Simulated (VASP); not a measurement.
VASP 6.6.1 run: LiH

INCAR

```
IBRION = -1
LCHARG = .FALSE.
LREAL = .FALSE.
METAGGA = R2SCAN
EDIFF = 1E-7
ISMEAR = 0
ISIF = 2
LASPH = .TRUE.
NSW = 0
ENCUT = 400
NELM = 69
PREC = Normal
NELMIN = 4
LWAVE = .FALSE.
ALGO = Normal
NBANDS = 9
SIGMA = 0.01
```

KPOINTS

```
KPOINTS created by Atomic Simulation Environment
0
Gamma
10 10 10
0 0 0
```

POSCAR

```
Li H
 1.0000000000000000
     0.0000000000000000    2.0630846862999999    2.0630846862999999
     2.0630846862999999    0.0000000000000000    2.0630846862999999
     2.0630846862999999    2.0630846862999999    0.0000000000000000
 Li  H
   1   1
Cartesian
  0.0000000000000000  0.0000000000000000  0.0000000000000000
  2.0630846862999999  2.0630846862999999  2.0630846862999999
```

The recommended PBE PAW datasets give the neutral cell 4 valence electrons.

Command

```
mpirun -np 1 vasp_std
```

OSZICAR

```
N       E                     dE             d eps       ncg     rms          rms(c)
DAV:   1    -0.384043429704E+01   -0.38404E+01   -0.12349E+03   870   0.333E+02
DAV:   2    -0.735766749095E+01   -0.35172E+01   -0.35032E+01  1152   0.478E+01
DAV:   3    -0.741350736958E+01   -0.55840E-01   -0.55826E-01  1067   0.469E+00
DAV:   4    -0.741375608049E+01   -0.24871E-03   -0.24870E-03  1187   0.299E-01
DAV:   5    -0.741375764856E+01   -0.15681E-05   -0.15681E-05  1053   0.160E-02    0.275E+00
DAV:   6    -0.690180009778E+01    0.51196E+00   -0.16585E-01  1020   0.237E+00    0.161E+00
DAV:   7    -0.683697376172E+01    0.64826E-01   -0.21607E-01   860   0.195E+00    0.298E-01
DAV:   8    -0.683765887855E+01   -0.68512E-03   -0.92341E-03   923   0.583E-01    0.129E-01
DAV:   9    -0.683824349844E+01   -0.58462E-03   -0.17688E-03  1020   0.248E-01    0.335E-02
DAV:  10    -0.683816966921E+01    0.73829E-04   -0.10792E-04   932   0.690E-02    0.549E-03
DAV:  11    -0.683817696784E+01   -0.72986E-05   -0.31271E-06  1134   0.143E-02    0.686E-04
DAV:  12    -0.683817891364E+01   -0.19458E-05   -0.10619E-07  1035   0.206E-03    0.556E-04
DAV:  13    -0.683817873640E+01    0.17723E-06   -0.65563E-09   602   0.652E-04    0.318E-04
DAV:  14    -0.683817873154E+01    0.48635E-08   -0.12944E-09   523   0.199E-04
   1 F= -.68381787E+01 E0= -.68381787E+01  d E =0.000000E+00
```

From OUTCAR

```
k-points           NKPTS =     47   k-points in BZ     NKDIM =     47   number of bands    NBANDS=      9

   NELECT =       4.0000    total number of electrons

   dimension x,y,z NGX =    14 NGY =   14 NGZ =   14
   dimension x,y,z NGXF=    28 NGYF=   28 NGZF=   28

  energy-cutoff  :      400.00
  volume of cell :       17.56
      direct lattice vectors                 reciprocal lattice vectors
     0.000000000  2.063084686  2.063084686    -0.242355538  0.242355538  0.242355538
     2.063084686  0.000000000  2.063084686     0.242355538 -0.242355538  0.242355538
     2.063084686  2.063084686  0.000000000     0.242355538  0.242355538 -0.242355538

 k-points in reciprocal lattice and weights: KPOINTS created by Atomic Simulation Env
   0.00000000  0.00000000  0.00000000       0.001
   0.10000000  0.00000000  0.00000000       0.008
   0.20000000  0.00000000  0.00000000       0.008
   0.30000000  0.00000000  0.00000000       0.008
   0.40000000  0.00000000  0.00000000       0.008
   0.50000000  0.00000000  0.00000000       0.004
   0.10000000  0.10000000  0.00000000       0.006
   0.20000000  0.10000000  0.00000000       0.024
   ...

 E-fermi :  -0.3165

 k-point     1 :       0.0000    0.0000    0.0000
  band No.  band energies     occupation
      1     -46.4347      2.00000
      2      -5.6608      2.00000
      3      16.0003      0.00000
      4      17.8856      0.00000
      5      17.8856      0.00000
      6      17.8856      0.00000
      7      22.1819      0.00000
      8      22.1819      0.00000
      9      22.1833      0.00000

 k-point     2 :       0.1000    0.0000    0.0000
  band No.  band energies     occupation
      1     -46.4314      2.00000
      2      -5.4826      2.00000
      3      14.4832      0.00000
      4      16.8624      0.00000
      5      17.4745      0.00000
      6      17.4746      0.00000
      7      21.9451      0.00000
      8      23.0890      0.00000
      9      23.0902      0.00000

 k-point     3 :       0.2000    0.0000    0.0000
  band No.  band energies     occupation
      1     -46.4231      2.00000
      2      -4.9667      2.00000
      3      11.2546      0.00000
      4      15.5837      0.00000
      5      16.8464      0.00000
      6      16.8467      0.00000
      7      22.8470      0.00000
      8      22.8475      0.00000
      9      22.9248      0.00000

 k-point     4 :       0.3000    0.0000    0.0000
  band No.  band energies     occupation
      1     -46.4127      2.00000
      2      -4.1905      2.00000
      3       8.1932      0.00000
      4      14.5276      0.00000
      5      16.5103      0.00000
      6      16.5107      0.00000
      7      20.6791      0.00000
      8      20.6794      0.00000
      9      24.5794      0.00000

 k-point     5 :       0.4000    0.0000    0.0000
  band No.  band energies     occupation
      1     -46.4049      2.00000
      2      -3.3693      2.00000
      3       5.8983      0.00000
      4      13.8412      0.00000
      5      16.5575      0.00000
      6      16.5580      0.00000
      7      19.0689      0.00000
      8      19.0691      0.00000
      9      26.4991      0.00000

 ...

  Total       -0.5376102     -0.5376102     -0.5376102      0.0000000     -0.0000000      0.0000000
  in kB      -49.0452433    -49.0452433    -49.0452433      0.0000000     -0.0000000      0.0000000
  external PRESSURE =     -49.0452433 kB  Pullay stress =       0.0000000 kB

 POSITION                                       TOTAL-FORCE (eV/Angst)
 -----------------------------------------------------------------------------------
      0.00000      0.00000      0.00000        -0.000000     -0.000000     -0.000000
      2.06308      2.06308      2.06308         0.000000      0.000000      0.000000
 -----------------------------------------------------------------------------------
    total drift:                               -0.000000     -0.000000     -0.000000

  FREE ENERGIE OF THE ION-ELECTRON SYSTEM (eV)
  ---------------------------------------------------
  free  energy   TOTEN  =        -6.8381787315 eV

  energy  without entropy=       -6.8381787315  energy(sigma->0) =       -6.83817873
```

It converged. Results: gap between bands v and c on the k mesh 3.59 eV; least direct gap on the k mesh 3.59 eV; pressure -4.9 GPa. Band v is the last that the valence electrons fill when counted band by band, and c is the next.

These settings aren't sound, so the numbers aren't properties of the crystal.

On sound settings r²SCAN gives a gap of 3.63 eV on its mesh and a pressure of -3.6 GPa for the intended cell.

The run took about 6.3 s on one core of a shared host (Intel Xeon Platinum 8488C) and held 0.11 GiB at most.
